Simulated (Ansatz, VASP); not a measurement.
## One calculation of Pt, two programs

```
Pt
1.0
     0.00000    1.97985    1.97985
     1.97985    0.00000    1.97985
     1.97985    1.97985    0.00000
Pt
1
Cartesian
  0.0000 0.0000 0.0000
```

Alike in both runs: functional PBE; k mesh 18 × 18 × 18; occupations gaussian, width 0.1 eV; no spin polarisation.

Ansatz relaxed the structure, and its values are those at the end. VASP's run is a single point on that final structure, the one shown.

```csv
,VASP,Ansatz
version,VASP 6.6.1,Ansatz 0.2.0
potentials or method,"VASP PAW PBE potentials, release 64 (Pt)","scalar-relativistic, plane waves, PAW"
plane-wave cutoff (eV),520,420
valence electrons in the cell,10,18
```

```csv
,VASP,Ansatz,Ansatz less VASP
gap on the k mesh at the Fermi level (eV),none,none,-
pressure (GPa),1.5,2.0,+0.52
```

A gap of «none» marks a metal or a gap that the smearing closes. The two sets of potentials don't hold the same shells in valence.

The runs have no spin-orbit coupling, so splittings on Pt are missing.
